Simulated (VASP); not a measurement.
# NaI (distorted wurtzite): a PBEsol single-point calculation in VASP

INCAR

```
LREAL = .FALSE.
NSW = 0
PREC = Accurate
ISIF = 2
ENCUT = 520
LELF = .TRUE.
EDIFF = 1E-7
LWAVE = .FALSE.
NBANDS = 22
ISMEAR = -1
LASPH = .TRUE.
SIGMA = 0.02
IBRION = -1
NELM = 120
GGA = PS
LCHARG = .TRUE.
```

KPOINTS

```
KPOINTS created by Atomic Simulation Environment
0
Gamma
4 6 4
0 0 0
```

POSCAR

```
Na I
 1.0000000000000000
     5.5297999999999998    0.0177000000000000   -0.1476000000000000
    -2.7496000000000000    4.3735999999999997    0.2174000000000000
    -0.1760000000000000    0.1977000000000000    6.3907999999999996
 Na  I
   2   2
Cartesian
 -0.1202463600000000  3.1061255499999998  6.0363936399999991
  2.6993643999999999  1.5439663699999999  2.7477798199999999
 -0.1445905399999999  2.9879150799999996  2.8242291599999998
  2.5943003400000002  1.6714736900000000  5.8954559599999996
```

VASP ran with the recommended PBE PAW datasets (28 valence electrons in the cell).

Command

```
mpirun -np 1 vasp_std
```

From OUTCAR

```
k-points           NKPTS =     52   k-points in BZ     NKDIM =     52   number of bands    NBANDS=     22

   NELECT =      28.0000    total number of electrons

   dimension x,y,z NGX =    42 NGY =   40 NGZ =   48
   dimension x,y,z NGXF=    84 NGYF=   80 NGZF=   96

  energy-cutoff  :      520.00
  volume of cell :      154.60
      direct lattice vectors                 reciprocal lattice vectors
     5.529800000  0.017700000 -0.147600000     0.180514395  0.113413288  0.001462841
    -2.749600000  4.373600000  0.217400000    -0.000920415  0.228418447 -0.007091494
    -0.176000000  0.197700000  6.390800000     0.004200417 -0.005150900  0.156749954

 k-points in reciprocal lattice and weights: KPOINTS created by Atomic Simulation Env
   0.00000000  0.00000000  0.00000000       0.010
   0.25000000  0.00000000  0.00000000       0.021
   0.50000000  0.00000000  0.00000000       0.010
  -0.00000000  0.16666667 -0.00000000       0.021
   0.25000000  0.16666667  0.00000000       0.021
   0.50000000  0.16666667  0.00000000       0.021
  -0.25000000  0.16666667  0.00000000       0.021
  -0.00000000  0.33333333  0.00000000       0.021
   ...

 E-fermi :   0.5241

 k-point     1 :       0.0000    0.0000    0.0000
  band No.  band energies     occupation
      1     -22.2941      2.00000
      2     -22.2904      2.00000
      3     -22.2882      2.00000
      4     -22.2837      2.00000
      5     -22.2824      2.00000
      6     -22.2777      2.00000
      7     -11.1078      2.00000
      8     -10.6868      2.00000
      9      -1.9389      2.00000
     10      -1.0965      2.00000
     11      -0.9939      2.00000
     12      -0.5301      2.00000
     13      -0.4346      2.00000
     14       0.0290      2.00000
     15       3.4656      0.00000
     16       4.6764      0.00000
     17       6.4336      0.00000
     18       7.1399      0.00000
     19       7.3602      0.00000
     20       7.5616      0.00000
     21       7.9203      0.00000
     22       8.2070      0.00000

 k-point     2 :       0.2500    0.0000    0.0000
  band No.  band energies     occupation
      1     -22.2944      2.00000
      2     -22.2908      2.00000
      3     -22.2884      2.00000
      4     -22.2846      2.00000
      5     -22.2821      2.00000
      6     -22.2781      2.00000
      7     -11.0337      2.00000
      8     -10.7150      2.00000
      9      -1.7346      2.00000
     10      -1.4077      2.00000
     11      -1.1335      2.00000
     12      -0.8736      2.00000
     13      -0.5199      2.00000
     14      -0.1806      2.00000
     15       4.4771      0.00000
     16       5.2608      0.00000
     17       6.0219      0.00000
     18       6.9147      0.00000
     19       7.1400      0.00000
     20       7.6371      0.00000
     21       7.8133      0.00000
     22       8.3219      0.00000

 k-point     3 :       0.5000    0.0000    0.0000
  band No.  band energies     occupation
      1     -22.2947      2.00000
      2     -22.2912      2.00000
      3     -22.2885      2.00000
      4     -22.2855      2.00000
      5     -22.2818      2.00000
      6     -22.2786      2.00000
      7     -10.9273      2.00000
      8     -10.7751      2.00000
      9      -1.6957      2.00000
     10      -1.4198      2.00000
     11      -1.2370      2.00000
     12      -1.1341      2.00000
     13      -0.8060      2.00000
     14      -0.2963      2.00000
     15       5.0128      0.00000
     16       5.4447      0.00000
     17       6.4774      0.00000
     18       6.8107      0.00000
     19       7.0852      0.00000
     20       7.9957      0.00000
     21       8.9533      0.00000
     22       9.2589      0.00000

 k-point     4 :      -0.0000    0.1667   -0.0000
  band No.  band energies     occupation
      1     -22.2944      2.00000
      2     -22.2908      2.00000
      3     -22.2885      2.00000
      4     -22.2839      2.00000
      5     -22.2823      2.00000
      6     -22.2780      2.00000
      7     -11.0666      2.00000
      8     -10.6976      2.00000
      9      -1.8302      2.00000
     10      -1.2229      2.00000
     11      -1.1629      2.00000
     12      -0.7071      2.00000
     13      -0.4814      2.00000
     14      -0.1034      2.00000
     15       4.0294      0.00000
     16       5.0079      0.00000
     17       6.3951      0.00000
     18       6.8205      0.00000
     19       7.0885      0.00000
     20       7.3825      0.00000
     21       7.8964      0.00000
     22       8.0455      0.00000

 k-point     5 :       0.2500    0.1667    0.0000
  band No.  band energies     occupation
      1     -22.2948      2.00000
      2     -22.2912      2.00000
      3     -22.2887      2.00000
      4     -22.2848      2.00000
      5     -22.2819      2.00000
      6     -22.2785      2.00000
      7     -10.9571      2.00000
      8     -10.7498      2.00000
      9      -1.6093      2.00000
     10      -1.4670      2.00000
     11      -1.3719      2.00000
     12      -0.9873      2.00000
     13      -0.6943      2.00000
     14      -0.3395      2.00000
     15       5.2802      0.00000
     16       5.5867      0.00000
     17       5.7832      0.00000
     18       6.2693      0.00000
     19       7.1665      0.00000
     20       7.9327      0.00000
     21       8.5114      0.00000
     22       8.6027      0.00000

 k-point     6 :       0.5000    0.1667    0.0000
  band No.  band energies     occupation
      1     -22.2947      2.00000
      2     -22.2912      2.00000
      3     -22.2887      2.00000
      4     -22.2851      2.00000
      5     -22.2819      2.00000
      6     -22.2787      2.00000
      7     -10.9309      2.00000
      8     -10.7708      2.00000
      9      -1.6564      2.00000
     10      -1.3890      2.00000
     11      -1.2850      2.00000
     12      -1.1471      2.00000
     13      -0.7770      2.00000
     14      -0.3805      2.00000
     15       5.4518      0.00000
     16       5.6342      0.00000
     17       6.0365      0.00000
     18       6.4245      0.00000
     19       7.6168      0.00000
     20       8.0645      0.00000
     21       8.5424      0.00000
     22       8.9791      0.00000

 k-point     7 :      -0.2500    0.1667    0.0000
  band No.  band energies     occupation
      1     -22.2942      2.00000
      2     -22.2908      2.00000
      3     -22.2884      2.00000
      4     -22.2841      2.00000
      5     -22.2823      2.00000
      6     -22.2781      2.00000
      7     -11.0522      2.00000
      8     -10.7069      2.00000
      9      -1.7870      2.00000
     10      -1.2755      2.00000
     11      -1.2051      2.00000
     12      -0.7979      2.00000
     13      -0.4485      2.00000
     14      -0.1687      2.00000
     15       4.3063      0.00000
     16       5.2184      0.00000
     17       6.0350      0.00000
     18       6.8343      0.00000
     19       7.2487      0.00000
     20       7.4813      0.00000
     21       7.8385      0.00000
     22       8.4912      0.00000

 k-point     8 :      -0.0000    0.3333    0.0000
  band No.  band energies     occupation
      1     -22.2950      2.00000
      2     -22.2917      2.00000
      3     -22.2888      2.00000
      4     -22.2841      2.00000
      5     -22.2820      2.00000
      6     -22.2786      2.00000
      7     -10.9653      2.00000
      8     -10.7374      2.00000
      9      -1.5753      2.00000
     10      -1.5414      2.00000
     11      -1.3623      2.00000
     12      -1.0180      2.00000
     13      -0.5788      2.00000
     14      -0.3429      2.00000
     15       4.9150      0.00000
     16       5.1006      0.00000
     17       6.4124      0.00000
     18       6.6668      0.00000
     19       6.7666      0.00000
     20       7.8107      0.00000
     21       7.9616      0.00000
     22       8.7884      0.00000

 k-point     9 :       0.2500    0.3333    0.0000
  band No.  band energies     occupation
      1     -22.2951      2.00000
      2     -22.2918      2.00000
      3     -22.2890      2.00000
      4     -22.2846      2.00000
      5     -22.2817      2.00000
      6     -22.2789      2.00000
      7     -10.8592      2.00000
      8     -10.8161      2.00000
      9      -1.7373      2.00000
     10      -1.4017      2.00000
     11      -1.2148      2.00000
     12      -1.0849      2.00000
     13      -0.9918      2.00000
     14      -0.4781      2.00000
     15       5.4340      0.00000
     16       5.6765      0.00000
     17       5.9460      0.00000
     18       6.4673      0.00000
     19       7.6180      0.00000
     20       8.1910      0.00000
     21       8.4967      0.00000
     22       8.8193      0.00000

 ...

  Total        0.1092898      1.5653290      0.3509438      0.0793355     -0.2831062      0.2706377
  in kB        1.1325985     16.2219138      3.6369223      0.8221750     -2.9339034      2.8046888
  external PRESSURE =       6.9971449 kB  Pullay stress =       0.0000000 kB

 POSITION                                       TOTAL-FORCE (eV/Angst)
 -----------------------------------------------------------------------------------
     -0.12025      3.10613      6.03639        -0.075788     -0.215912     -0.016224
      2.69936      1.54397      2.74778        -0.079725      0.222724     -0.034800
     -0.14459      2.98792      2.82423         0.090406     -0.263348      0.021420
      2.59430      1.67147      5.89546         0.065107      0.256536      0.029604
 -----------------------------------------------------------------------------------
    total drift:                               -0.000495      0.000253     -0.000091

  FREE ENERGIE OF THE ION-ELECTRON SYSTEM (eV)
  ---------------------------------------------------
  free  energy   TOTEN  =       -11.0759389960 eV

  energy  without entropy=      -11.0759389960  energy(sigma->0) =      -11.07593900
```

| Quantity | Value |
| --- | --- |
| gap between bands v and c on the k mesh | 3.44 eV |
| least direct gap on the k mesh | 3.44 eV |
| pressure | 0.7 GPa |
| largest force | 0.28 eV/Å |

Band v is the last that the valence electrons fill when counted band by band, and c is the next.

The run took about 2.3 min on one core of a shared host (Intel Xeon Platinum 8488C) and held 0.35 GiB at most.
